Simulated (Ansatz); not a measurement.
# GaP (zincblende type): optics inputs, tried as typed

Aim: run 3 optics inputs for GaP (zincblende type) as typed, and read from each log whether it ends well.

Computed with Ansatz 0.2.0 (plane waves, PAW; the settings change from run to run, as each input shows, unless a step's input says otherwise).

### Step 1. The structure to begin with

The structure is cubic, space group F-43m (No. 216). Conventional cell: a = 5.451 Å, b = 5.451 Å, c = 5.451 Å, α = 90.00°, β = 90.00°, γ = 90.00°. Ga (site symmetry -43m) has 4 P at 2.36 Å as nearest neighbours. P (site symmetry -43m) has 4 Ga at 2.36 Å as nearest neighbours.

As a file:

```
Ga P
1.0
     0.00000    2.72540    2.72540
     2.72540    0.00000    2.72540
     2.72540    2.72540    0.00000
Ga P
1 1
Direct
  0.00000 0.00000 0.00000
  0.25000 0.25000 0.25000
```

Cell and atoms come from an earlier r2SCAN relaxation.

For scale, an earlier run with the standard settings (PBE, 8×8×8, gaussian width 0.1 eV, scissors 0 eV) gave ε∞ 10.89; tallest peak of ε₂: 41.7 at 4.50 eV.

### Step 2. Run 1

Input file input.yaml:

```yaml
crystal:
  lattice:
    - [0.0, 2.7253992957, 2.7253992957]
    - [2.7253992957, 0.0, 2.7253992957]
    - [2.7253992957, 2.7253992957, 0.0]
  atoms:
    - { symbol: Ga, position: [0.0, 0.0, 0.0] }
    - { symbol: P, position: [0.25, 0.25, 0.25] }
kpoints:
  mp_grid: { grid: [4, 4, 4] }
hamiltonian:
  xc: r2scan
scf:
  occupations: { method: fixed }
output:
  optics:
    e_range: [0, 10]
    de: 0.1
    sigma: 0.4
    scissors: 0.3
    scheme: gaussian
    bands: auto
```

Started as:

```
> ansatz run input.yaml --threads 4 --pin off --max-ram 3686MiB --backend cpu --events-out ev --progress --plain --runs-dir out
```

What it wrote (excerpt; [...] marks lines left out):

```text
Warning: RAYON_NUM_THREADS=4 ignored (pool sized by the plan → 4); use --threads N
[...]
Pseudopotentials: kind: paw
Pseudopotential: Ga, paw, valence charge 13, recommended cutoff 500 eV (meta_gga), Ga.paw.azcp
Pseudopotential: P, paw, valence charge 5, recommended cutoff 500 eV (meta_gga), P.paw.azcp
Functional definition: r2SCAN
[...]
Crystal: 2 atoms, lattice volume = 40.487 Å³
Basis set: ecut = 500 eV, 965 PW (Γ), exchange–correlation on 120×120×120 points (64 copies of the dense FFT grid, shifted against one another)
Bands: 13, of which v1, the nominal top of the filled ones, is band 9 counted from 1 (8 counted from 0)
Symmetry: 24 space group operations
Space group: F-43m (ITA 216), of the structure as read, at distance tolerance 3.4e-5 Å
k-points: 8 of 64 (time reversal used)
[...]
SCF iter   1: F=—  HF=-4550.337649 eV  |F-HF|=—  |Δ(HF+E_count)|=         —  Δρ=9.31e-3  dr2=1.50e-2  dr2_τ=8.33e-3  ethr=1.77e-3  ⟨swp⟩=4.8  Hψ=556  notcnv=0  defer=13
[...]
SCF iter   9: F=-4550.351920 eV  HF=-4550.351920 eV  |F-HF|=3.64e-12  |Δ(HF+E_count)|=  2.00e-11  Δρ=3.65e-8  dr2=3.59e-13  dr2_τ=2.82e-14  ethr=1.00e-12  ⟨swp⟩=5.1  Hψ=477  notcnv=0
[...]
NSCF: frozen V_eff on 8 k-points
[...]
NSCF: frozen V_eff on 1 k-points
[...]
SCF converged after 9 iterations
Free energy (F): -4550.351920 eV
[...]
E sigma→0 (E₀):  -4550.351920 eV
Fermi energy:    6.936583 eV
[...]
--- Band table (eV; the first three rows and the last of 8) ---
  k-point 0: bands = ["-8.0951", "-8.0951", "-8.0951", "-7.9835", "-7.9835", "-6.0908", "6.9366", "6.9366", "6.9366", "9.2951", "11.0882", "11.0882", "11.0882"]
[...]
```

It took 6.4 s on 4 threads of Arm Neoverse N1, shared host; peak memory 0.57 GiB.

From the head of optics.tsv:

```
# eps_inf(xx yy zz) = 9.122445 9.122445 9.122445
# eps_inf_bands = all
# eps_inf_summed_bands(xx yy zz) = 9.095071 9.095071 9.095071
# eps_inf_completed(xx yy zz) = 9.122445 9.122445 9.122445
# eps2_relative_error = 0.0080
# eps_inf_relative_error = 0.0037
# f_sum_n_eff(xx yy zz) = 10.763358 10.763358 10.763358 of n_electrons = 18.000000
# n_bands = 49
# n_bands_set_by = photon_energy
# valid_up_to_ev = 46.383601
# least_direct_gap_ev = 2.358499e0 at k(fractional) = 0.000000 0.000000 0.000000, k_point = 0, channel = 0, bands = 8 9 (counted from 0)
```

The dielectric function from optics.tsv (isotropic), one row in 2:

```csv
E (eV),ε₂ xx,ε₁ xx
2.10,0.01,11.07
2.30,0.05,11.68
2.50,0.16,12.46
2.70,0.40,13.47
2.90,0.93,14.78
3.10,2.08,16.38
3.30,4.26,17.76
3.50,7.17,17.98
3.70,9.58,16.87
3.90,10.76,15.54
4.10,11.42,15.07
4.30,12.70,15.35
4.50,15.14,15.59
4.70,18.80,14.82
4.90,23.05,11.76
5.10,25.63,5.78
5.30,24.25,-0.93
5.50,19.86,-4.99
5.70,15.60,-5.75
5.90,13.14,-4.98
6.10,12.26,-4.37
6.30,11.94,-4.62
6.50,11.25,-5.53
6.70,9.92,-6.32
6.90,8.37,-6.54
7.10,7.08,-6.32
7.30,6.10,-5.96
7.50,5.32,-5.60
7.70,4.66,-5.25
7.90,4.09,-4.89
8.10,3.63,-4.52
8.30,3.25,-4.16
8.50,2.94,-3.81
8.70,2.69,-3.48
8.90,2.53,-3.16
9.10,2.47,-2.90
9.30,2.46,-2.76
9.50,2.38,-2.74
9.70,2.21,-2.72
9.90,1.98,-2.63
```

Tallest peaks of ε₂: 25.6 at 5.10 eV.

### Step 3. Run 2

input.yaml, as its differences from that of step 2:

```diff
@@ -9,5 +9,5 @@
 kpoints:
-  mp_grid: { grid: [4, 4, 4] }
+  mp_grid: { grid: [6, 6, 6] }
 hamiltonian:
-  xc: r2scan
+  xc: pbe
 scf:
@@ -16,7 +16,11 @@
   optics:
-    e_range: [0, 10]
-    de: 0.1
-    sigma: 0.4
-    scissors: 0.3
+    e_range: [0, 6]
+    de: 0.05
+    sigma: 0.03
+    scissors: 0
     scheme: gaussian
     bands: auto
+  write_density: true
+  write_potential: true
+  elf: true
+  volumetric_format: npy
```

Started as:

```
> ansatz run input.yaml --threads 4 --pin off --max-ram 3686MiB --backend cpu --events-out ev --progress --plain --runs-dir out
```

What it wrote:

```text
Warning: RAYON_NUM_THREADS=4 ignored (pool sized by the plan → 4); use --threads N
Engine: ansatz 0.2.0, aarch64-unknown-linux-gnu
[... 1 set-up line as earlier in the session ...]
Pseudopotential: Ga, paw, valence charge 13, recommended cutoff 420 eV (normal), Ga.paw.azcp
Pseudopotential: P, paw, valence charge 5, recommended cutoff 420 eV (normal), P.paw.azcp
Functional definition: PBE
  parameter kappa = 0.804
  parameter beta = 0.06672455060314922
  exchange = pbe_x(kappa = kappa, mu = beta*pi^2/3)
  correlation = pbe_c(beta = beta)
Crystal: 2 atoms, lattice volume = 40.487 Å³
Basis set: ecut = 420 eV, 749 PW (Γ)
Bands: 13, of which v1, the nominal top of the filled ones, is band 9 counted from 1 (8 counted from 0)
[... 2 set-up lines as earlier in the session ...]
k-points: 16 of 216 (time reversal used)
Non-local potential: Ga, projectors of the file, l = 0: 2, l = 1: 2, l = 2: 3, l = 3: 1
Non-local potential: P, projectors of the file, l = 0: 2, l = 1: 2, l = 2: 2
PAW form: soft (Blöchl's): semilocal exchange-correlation on the pseudo side does not see the compensation charge
PAW one-centre angular grid: Ga, 590 points (default); XC on 64 Gauss nodes
PAW one-centre angular grid: P, 110 points (default); XC on 64 Gauss nodes
Initial density: superposition of atomic densities (neutral atoms: chi_scale 0, normalization atom), corrected by the library's trained network
Initial wavefunctions: pseudopotential atomic-orbital guess
Functional: x = pbe(κ = 0.804, μ = 0.2195149727645171), c = pbe(β = 0.06672455060314922)
SCF iter   1: F=—  HF=-4539.535201 eV  |F-HF|=—  |Δ(HF+E_count)|=         —  Δρ=1.41e-3  dr2=8.82e-4  ethr=1.77e-3  ⟨swp⟩=5.0  Hψ=1101  notcnv=0  defer=27
preconditioner: auto → none  [insulator: Δε(μ)=1.644 eV  Ē_g=15.510 eV  n_scr=14 (ndim 8)  ℏωp=24.8 eV  f_vac=0.011  ε∞_Penn≈3.5]
SCF iter   2: F=—  HF=-4539.534433 eV  |F-HF|=—  |Δ(HF+E_count)|=   7.68e-4  Δρ=1.22e-3  dr2=4.02e-4  ethr=4.90e-6  ⟨swp⟩=2.9  Hψ=550  notcnv=0  defer=32
SCF iter   3: F=—  HF=-4539.534242 eV  |F-HF|=—  |Δ(HF+E_count)|=   1.91e-4  Δρ=4.58e-4  dr2=5.98e-5  ethr=2.23e-6  ⟨swp⟩=2.0  Hψ=390  notcnv=0  defer=27
SCF iter   4: F=—  HF=-4539.534284 eV  |F-HF|=—  |Δ(HF+E_count)|=   4.21e-5  Δρ=1.70e-4  dr2=6.45e-6  ethr=3.32e-7  ⟨swp⟩=2.0  Hψ=382  notcnv=0  defer=25
SCF iter   5: F=—  HF=-4539.534276 eV  |F-HF|=—  |Δ(HF+E_count)|=   8.07e-6  Δρ=3.94e-5  dr2=7.27e-7  ethr=3.58e-8  ⟨swp⟩=2.1  Hψ=345  notcnv=0  defer=22
SCF iter   6: F=—  HF=-4539.534282 eV  |F-HF|=—  |Δ(HF+E_count)|=   5.96e-6  Δρ=2.58e-5  dr2=1.36e-7  ethr=4.04e-9  ⟨swp⟩=2.0  Hψ=272  notcnv=0  defer=23
SCF iter   7: F=—  HF=-4539.534282 eV  |F-HF|=—  |Δ(HF+E_count)|=   1.10e-8  Δρ=5.69e-6  dr2=5.85e-9  ethr=7.56e-10  ⟨swp⟩=2.0  Hψ=330  notcnv=0  defer=23
SCF iter   8: F=—  HF=-4539.534282 eV  |F-HF|=—  |Δ(HF+E_count)|=   2.09e-9  Δρ=1.20e-6  dr2=2.77e-10  ethr=3.25e-11  ⟨swp⟩=2.0  Hψ=347  notcnv=0  defer=24
SCF iter   9: F=—  HF=-4539.534282 eV  |F-HF|=—  |Δ(HF+E_count)|=  1.27e-10  Δρ=3.61e-7  dr2=2.42e-11  ethr=1.54e-12  ⟨swp⟩=2.0  Hψ=314  notcnv=0  defer=23
SCF iter  10: F=-4539.534282 eV  HF=-4539.534282 eV  |F-HF|=9.09e-13  |Δ(HF+E_count)|=  1.18e-11  Δρ=2.96e-9  dr2=3.66e-15  ethr=1.00e-12  ⟨swp⟩=6.1  Hψ=937  notcnv=0
SCF 1 converged in 10 iterations: F = -4539.534282 eV  dr2 = 3.66e-15
NSCF: frozen V_eff on 16 k-points
Optics k sum: 0 of 16 k-points
[...]
NSCF: frozen V_eff on 1 k-points
NSCF: frozen V_eff on 1 k-points
output.optics: what the bands over the 44 summed would add to eps1, eps2 and the energy-loss function is held between a lower and an upper bound (6 Lanczos steps). eps1, eps2 and their loss function (loss_summed_bands) are given on every row as the summed bands alone make them. Along an axis, on a row where the two bounds hold the loss function to about 1 % of the greater of itself and 0.5 % of |1/eps|, its cell (loss_completed) is given, with the completed eps1 and eps2 that it is formed of (a cell that is left empty reads nan in the table and null in the record). The two bounds hold it so along every axis on all 121 rows up to 6.000 eV. The run works to bound the rows up to 32.464 eV and no higher ones: a peak of the loss function over that energy may be left empty with no warning. To have the run work for it, set output.optics.bands.spectra_wanted_up_to to a higher energy. perfect_screening_sum, loss_f_sum_n_eff and, beside carriers, perfect_screening_limit are those of loss_summed_bands: over the bounded function the two sums would run over rows that are not all bounded, and lack what the bands left out lay past the top of the energy grid. Bounded is said of the bands left out alone, which are those that the basis at basis.ecutwfc holds: it says nothing of that cutoff, of the k-point mesh, of what the sum inside its cells errs by (eps2_relative_error), of the factors of all_electron_strengths, nor of how far the SCF is converged. The bands left out are taken at the k-points, and what their mean over the points' cells stands off that by is in neither bound: the run's estimate of it, which the test of a row counts in, is 0.00 % of |eps| at the most among the values given; where the mean stood off by over 0.5 % the points' spread read 0.1 to 3 times that
SCF converged after 10 iterations
Free energy (F): -4539.534282 eV
Harris-Foulkes:  -4539.534282 eV  (|F-HF|=9.09e-13)
Internal energy: -4539.534282 eV  (E = F + TS)
E sigma→0 (E₀):  -4539.534282 eV
Fermi energy:    7.090206 eV
--- Per-component energies (eV) ---
  E_band       = -58.203939
  E_kinetic    = 186.367844
  E_local      = -2200.655206  (includes V_loc(G=0)·N_el)
  E_nonlocal   = 458.867991
  E_hartree    = 1017.660602
  E_xc         = -130.786253
  E_vxc        = -119.040253  (∫ρ·V_xc dr)
  E_paw        = -2558.416117  (= ΣΔE_a)
  E_vpaw       = -419.065413  (= ΣTr[D̂ρ^β])
  E_aug_tail   = -0.000104  (compensation charges beyond the density's cutoff)
  E_ewald      = -1312.573038
  E_smearing   = -0.000000  (= −TS)
  E_closure    = -0.000000  (closes the sum)
  Σ components = -4539.534282   (vs F -4539.534282, Δ=0.00e0)
--- Band table (eV; the first three rows and the last of 16) ---
  k-point 0: bands = ["-7.4478", "-7.4478", "-7.4478", "-7.3484", "-7.3484", "-5.4021", "7.0902", "7.0902", "7.0902", "8.9158", "10.9710", "10.9710", "10.9710"]
  k-point 1: bands = ["-7.4710", "-7.4400", "-7.4400", "-7.3483", "-7.3483", "-5.0459", "4.7027", "6.7190", "6.7190", "9.5020", "11.5192", "11.5192", "12.1143"]
  k-point 2: bands = ["-7.5116", "-7.4274", "-7.4274", "-7.3448", "-7.3448", "-4.0987", "1.8819", "6.1829", "6.1829", "8.9871", "11.8959", "11.8959", "14.6856"]
  k-point 15: bands = ["-7.5523", "-7.4018", "-7.3877", "-7.3688", "-7.3353", "-2.3669", "0.4822", "3.7144", "3.8267", "10.5656", "10.7346", "14.6347", "14.6584"]
```

Run time: 8.2 s. Hardware: 4 threads of Arm Neoverse N1, shared host; peak memory 0.63 GiB.

From the head of optics.tsv:

```
# eps_inf(xx yy zz) = 10.899437 10.899437 10.899437
# eps_inf_bands = all
# eps_inf_summed_bands(xx yy zz) = 10.867730 10.867730 10.867730
# eps_inf_completed(xx yy zz) = 10.899437 10.899437 10.899437
# eps2_relative_error = 0.0074
# eps_inf_relative_error = 0.0037
# f_sum_n_eff(xx yy zz) = 9.858578 9.858578 9.858578 of n_electrons = 18.000000
# n_bands = 44
# n_bands_set_by = photon_energy
# valid_up_to_ev = 43.444458
# least_direct_gap_ev = 1.825558e0 at k(fractional) = 0.000000 0.000000 0.000000, k_point = 0, channel = 0, bands = 8 9 (counted from 0)
```

The dielectric function from optics.tsv (isotropic), one row in 6 (narrow peaks fall between the rows):

```tsv
E (eV)	ε₂ xx	ε₁ xx
1.70	0.00	13.27
2.00	0.58	14.67
2.30	1.13	16.35
2.60	2.08	19.99
2.90	14.18	18.79
3.20	12.32	13.83
3.50	10.91	13.98
3.80	12.85	18.15
4.10	19.49	16.07
4.40	33.65	23.44
4.70	22.49	-10.84
5.00	14.14	-7.27
5.30	11.86	-4.29
5.60	11.01	-3.44
5.90	11.33	-8.03
```

Tallest peaks of ε₂: 14.8 at 2.85 eV, 50.9 at 4.45 eV, 16.7 at 5.80 eV.

### Step 4. Run 3

input.yaml, as its differences from that of step 3:

```diff
@@ -9,5 +9,5 @@
 kpoints:
-  mp_grid: { grid: [6, 6, 6] }
+  mp_grid: { grid: [10, 10, 10] }
 hamiltonian:
-  xc: pbe
+  xc: pbesol
 scf:
@@ -16,8 +16,9 @@
   optics:
-    e_range: [0, 6]
+    e_range: [2, 15]
     de: 0.05
-    sigma: 0.03
-    scissors: 0
+    sigma: 0.15
+    scissors: 1.0
     scheme: gaussian
     bands: auto
+    kdotp_interpolation: "off"
   write_density: true
```

Started as:

```
> ansatz run input.yaml --threads 4 --pin off --max-ram 3686MiB --backend cpu --events-out ev --progress --plain --runs-dir out
```

What it wrote:

```text
Warning: RAYON_NUM_THREADS=4 ignored (pool sized by the plan → 4); use --threads N
[... 4 set-up lines as earlier in the session ...]
Functional definition: PBEsol
  exchange = pbesol_x
  correlation = pbesol_c
Crystal: 2 atoms, lattice volume = 40.487 Å³
Basis set: ecut = 420 eV, 749 PW (Γ)
Bands: 13, of which v1, the nominal top of the filled ones, is band 9 counted from 1 (8 counted from 0)
[... 2 set-up lines as earlier in the session ...]
k-points: 47 of 1000 (time reversal used)
[... 3 set-up lines as earlier in the session ...]
PAW frozen core: Ga, regenerated for the run's functional, and the local potential with it (the file was generated under x = pbe(κ = 0.804, μ = 0.2195149727645171), c = pbe(β = 0.06672455060314922))
PAW frozen core: P, regenerated for the run's functional, and the local potential with it (the file was generated under x = pbe(κ = 0.804, μ = 0.2195149727645171), c = pbe(β = 0.06672455060314922))
[... 4 set-up lines as earlier in the session ...]
Functional: x = pbesol(κ = 0.804, μ = 0.12345679012345678), c = pbesol(β = 0.046)
SCF iter   1: F=—  HF=-4484.061648 eV  |F-HF|=—  |Δ(HF+E_count)|=         —  Δρ=4.52e-3  dr2=1.35e-2  ethr=1.77e-3  ⟨swp⟩=5.0  Hψ=3223  notcnv=0  defer=84
preconditioner: auto → none  [insulator: Δε(μ)=1.422 eV  Ē_g=15.432 eV  n_scr=14 (ndim 8)  ℏωp=24.8 eV  f_vac=0.011  ε∞_Penn≈3.6]
SCF iter   2: F=—  HF=-4484.056691 eV  |F-HF|=—  |Δ(HF+E_count)|=   4.96e-3  Δρ=1.72e-3  dr2=9.70e-4  ethr=7.50e-5  ⟨swp⟩=2.8  Hψ=1269  notcnv=0  defer=90
SCF iter   3: F=—  HF=-4484.056530 eV  |F-HF|=—  |Δ(HF+E_count)|=   1.61e-4  Δρ=5.14e-4  dr2=1.21e-4  ethr=5.39e-6  ⟨swp⟩=2.8  Hψ=1187  notcnv=0  defer=91
SCF iter   4: F=—  HF=-4484.056504 eV  |F-HF|=—  |Δ(HF+E_count)|=   2.62e-5  Δρ=2.55e-4  dr2=1.81e-5  ethr=6.71e-7  ⟨swp⟩=2.0  Hψ=1120  notcnv=0  defer=87
SCF iter   5: F=—  HF=-4484.056513 eV  |F-HF|=—  |Δ(HF+E_count)|=   9.54e-6  Δρ=3.82e-5  dr2=3.23e-7  ethr=1.01e-7  ⟨swp⟩=2.0  Hψ=759  notcnv=0  defer=77
SCF iter   6: F=—  HF=-4484.056507 eV  |F-HF|=—  |Δ(HF+E_count)|=   6.21e-6  Δρ=7.73e-6  dr2=1.41e-8  ethr=1.80e-9  ⟨swp⟩=2.6  Hψ=1113  notcnv=0  defer=77
SCF iter   7: F=—  HF=-4484.056507 eV  |F-HF|=—  |Δ(HF+E_count)|=   5.83e-9  Δρ=1.14e-6  dr2=3.08e-10  ethr=7.82e-11  ⟨swp⟩=2.1  Hψ=1025  notcnv=0  defer=77
SCF iter   8: F=-4484.056507 eV  HF=-4484.056507 eV  |F-HF|=0.00e0  |Δ(HF+E_count)|=  8.73e-11  Δρ=1.02e-7  dr2=2.98e-12  ethr=1.00e-12  ⟨swp⟩=6.0  Hψ=3272  notcnv=0
SCF 1 converged in 8 iterations: F = -4484.056507 eV  dr2 = 2.98e-12
NSCF: frozen V_eff on 47 k-points
NSCF: frozen V_eff on 1 k-points
NSCF: frozen V_eff on 1 k-points
SCF converged after 8 iterations
Free energy (F): -4484.056507 eV
Harris-Foulkes:  -4484.056507 eV  (|F-HF|=0.00e0)
Internal energy: -4484.056507 eV  (E = F + TS)
E sigma→0 (E₀):  -4484.056507 eV
Fermi energy:    6.991660 eV
--- Per-component energies (eV) ---
  E_band       = -60.350678
  E_kinetic    = 186.070029
  E_local      = -2201.854486  (includes V_loc(G=0)·N_el)
  E_nonlocal   = 460.085728
  E_hartree    = 1016.620594
  E_xc         = -129.645822
  E_vxc        = -118.977932  (∫ρ·V_xc dr)
  E_paw        = -2503.668479  (= ΣΔE_a)
  E_vpaw       = -418.915016  (= ΣTr[D̂ρ^β])
  E_aug_tail   = -0.000106  (compensation charges beyond the density's cutoff)
  E_ewald      = -1312.573038
  E_core_change = 0.909074  (= ΣΔE_core)
  E_smearing   = -0.000000  (= −TS)
  E_closure    = -0.000000  (closes the sum)
  Σ components = -4484.056507   (vs F -4484.056507, Δ=0.00e0)
--- Band table (eV; the first three rows and the last of 47) ---
  k-point 0: bands = ["-7.5608", "-7.5608", "-7.5608", "-7.4608", "-7.4608", "-5.5270", "6.9917", "6.9917", "6.9917", "8.7344", "10.8105", "10.8105", "10.8105"]
  k-point 1: bands = ["-7.5699", "-7.5577", "-7.5577", "-7.4608", "-7.4608", "-5.3962", "5.7862", "6.8346", "6.8346", "9.3166", "11.0496", "11.0496", "11.1258"]
  k-point 2: bands = ["-7.5920", "-7.5501", "-7.5501", "-7.4604", "-7.4604", "-5.0171", "3.9667", "6.4958", "6.4958", "9.2345", "11.5095", "11.5095", "12.4414"]
  k-point 46: bands = ["-7.6612", "-7.5193", "-7.5006", "-7.4785", "-7.4501", "-2.4458", "0.3768", "3.4426", "3.5776", "10.9698", "11.1748", "13.7076", "13.7205"]
```

Wall time 8 s (4 threads of Arm Neoverse N1, shared host); peak memory 0.45 GiB.

From the head of optics.tsv:

```
# eps_inf(xx yy zz) = 9.569847 9.569847 9.569847
# eps_inf_bands = all
# eps_inf_summed_bands(xx yy zz) = 9.538424 9.538424 9.538424
# eps_inf_completed(xx yy zz) = 9.569847 9.569847 9.569847
# eps_inf_relative_error = 0.0354
# f_sum_n_eff(xx yy zz) = 9.888519 9.888519 9.888519 of n_electrons = 18.000000
# n_bands = 44
# n_bands_set_by = photon_energy
# valid_up_to_ev = 43.927187
# least_direct_gap_ev = 1.742773e0 at k(fractional) = 0.000000 0.000000 0.000000, k_point = 0, channel = 0, bands = 8 9 (counted from 0)
```

The dielectric function from optics.tsv (isotropic), one row in 16 (narrow peaks fall between the rows):

```csv
E (eV),ε₂ xx,ε₁ xx
2.35,0.00,12.39
3.15,0.04,16.60
3.95,6.13,9.90
4.75,20.43,17.01
5.55,19.24,-18.77
6.35,24.85,-0.08
7.15,5.32,-7.93
7.95,4.73,-6.44
8.75,3.44,-3.91
9.55,4.10,-3.33
10.35,1.31,-2.16
11.15,1.53,-2.50
11.95,0.64,-1.46
12.75,0.36,-1.33
13.55,0.41,-1.26
14.35,0.42,-0.74
```

Tallest peaks of ε₂: 20.7 at 4.80 eV, 48.9 at 5.35 eV, 25.1 at 6.40 eV.

### Step 5. How the runs ended

```tsv
run	settings	ended	result	time
1	r2SCAN, 4×4×4, gaussian width 0.4 eV, scissors 0.3 eV	converged	ε∞ 9.12; tallest peak of ε₂: 25.6 at 5.10 eV	6.4 s
2	PBE, 6×6×6, gaussian width 0.03 eV, scissors 0 eV	converged	ε∞ 10.90; tallest peak of ε₂: 50.9 at 4.45 eV	8.2 s
3	PBEsol, 10×10×10, gaussian width 0.15 eV, scissors 1 eV	converged	ε∞ 9.57; tallest peak of ε₂: 48.9 at 5.35 eV	8 s
```

3 converged. Among the runs without a faulty setting ε∞ spans 9.12 (r2SCAN, scissors 0.3 eV) to 10.90 (PBE, scissors 0 eV); meshes, bands summed and other settings differ too, as the inputs show. These values shouldn't be quoted for the material: the settings weren't chosen for accuracy.
